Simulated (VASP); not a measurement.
Input of a VASP 6.6.1 run:

File POSCAR:

```
C
2.5221
    0.000000000000      0.707097260220      0.707097260220
    0.707097260220      0.000000000000      0.707097260220
    0.707097260220      0.707097260220      0.000000000000
C
2
Direct
    0.7500000000      0.7500000000      0.7500000000
    0.5000000000      0.5000000000      0.5000000000
```

The input INCAR.step1:

```
PREC = Accurate
ENCUT = 520
EDIFF = 1E-5
ISMEAR = 0
SIGMA = 0.01
LREAL = False
LASPH = True
NELM = 80
ALGO = Normal
ISIF = 2
LWAVE = True
LCHARG = False
NBANDS = 11
GGA = PE
```

File INCAR.step2:

```
PREC = Accurate
ENCUT = 520
EDIFF = 1E-7
ISMEAR = 0
SIGMA = 0.01
LREAL = False
LASPH = True
NELM = 80
ALGO = Normal
ISIF = 2
LWAVE = False
LCHARG = False
GGA = B3
LHFCALC = True
AEXX = 0.2
AGGAX = 0.72
AGGAC = 0.81
ALDAC = 0.19
PRECFOCK = Fast
NBANDS = 11
ISTART = 1
```

File KPOINTS:

```
Automatic mesh
0
Gamma
  7 7 7
```

The input KPOINTS_OPT:

```
path GXWKGLUWLK,UX
12
line-mode
reciprocal
 0.0000000000  0.0000000000  0.0000000000  G
 0.5000000000  0.0000000000  0.5000000000  X

 0.5000000000  0.0000000000  0.5000000000  X
 0.5000000000  0.2500000000  0.7500000000  W

 0.5000000000  0.2500000000  0.7500000000  W
 0.3750000000  0.3750000000  0.7500000000  K

 0.3750000000  0.3750000000  0.7500000000  K
 0.0000000000  0.0000000000  0.0000000000  G

 0.0000000000  0.0000000000  0.0000000000  G
 0.5000000000  0.5000000000  0.5000000000  L

 0.5000000000  0.5000000000  0.5000000000  L
 0.6250000000  0.2500000000  0.6250000000  U

 0.6250000000  0.2500000000  0.6250000000  U
 0.5000000000  0.2500000000  0.7500000000  W

 0.5000000000  0.2500000000  0.7500000000  W
 0.5000000000  0.5000000000  0.5000000000  L

 0.5000000000  0.5000000000  0.5000000000  L
 0.3750000000  0.3750000000  0.7500000000  K

 0.6250000000  0.2500000000  0.6250000000  U
 0.5000000000  0.0000000000  0.5000000000  X
```

Potentials or basis: VASP PAW PBE potentials, release 64 (C).

Launch:

```sh
$ cat potpaw_PBE.64/C/POTCAR > POTCAR
$ cp INCAR.step1 INCAR
$ mpirun -np 1 vasp_std > vasp.out
$ cp INCAR.step2 INCAR
$ mpirun -np 1 vasp_std > vasp.out
```

Problem. Predict the pressure.

Solution. 1.3 GPa.

Problem. Estimate the band gap on the k mesh.

Solution. 6.14 eV, indirect (least direct gap 7.46 eV).

Levels at the corners of the path, in eV from the valence-band top:
| point | band 2 | band 3 | band 4 | band 5 | band 6 | band 7 |
| --- | --- | --- | --- | --- | --- | --- |
| Γ | -0.10 | -0.10 | -0.10 | 7.37 | 7.37 | 7.37 |
| X | -13.48 | -6.48 | -6.48 | 6.59 | 6.59 | 19.22 |
| X | -13.48 | -6.48 | -6.48 | 6.59 | 6.59 | 19.22 |
| W | -12.67 | -8.53 | -8.53 | 12.66 | 12.66 | 14.51 |
| W | -12.67 | -8.53 | -8.53 | 12.66 | 12.66 | 14.51 |
| K | -12.37 | -9.58 | -5.50 | 7.54 | 12.83 | 16.66 |
| K | -12.37 | -9.58 | -5.50 | 7.54 | 12.83 | 16.66 |
| Γ | -0.10 | -0.10 | -0.10 | 7.37 | 7.37 | 7.37 |
| Γ | -0.10 | -0.10 | -0.10 | 7.37 | 7.37 | 7.37 |
| L | -14.03 | -2.87 | -2.87 | 10.43 | 10.43 | 10.79 |
| L | -14.03 | -2.87 | -2.87 | 10.43 | 10.43 | 10.79 |
| U | -12.37 | -9.58 | -5.50 | 7.54 | 12.83 | 16.66 |
| U | -12.37 | -9.58 | -5.50 | 7.54 | 12.83 | 16.66 |
| W | -12.67 | -8.53 | -8.53 | 12.66 | 12.66 | 14.51 |
| W | -12.67 | -8.53 | -8.53 | 12.66 | 12.66 | 14.51 |
| L | -14.03 | -2.87 | -2.87 | 10.43 | 10.43 | 10.79 |
| L | -14.03 | -2.87 | -2.87 | 10.43 | 10.43 | 10.79 |
| K | -12.37 | -9.58 | -5.50 | 7.54 | 12.83 | 16.66 |
| U | -12.37 | -9.58 | -5.50 | 7.54 | 12.83 | 16.66 |
| X | -13.48 | -6.48 | -6.48 | 6.59 | 6.59 | 19.22 |

Caveat: the k mesh is coarse (spacing up to 0.44 Å⁻¹), so the values aren't converged, least of all with exact exchange; an unscreened hybrid on a path of extra k points without a Coulomb cutoff has errors near the mesh points, so the bands along the path aren't reliable; the PAW data sets were made with another functional, which shifts forces and pressure a little; an odd mesh through Γ misses points on the zone boundary, where band edges often lie.
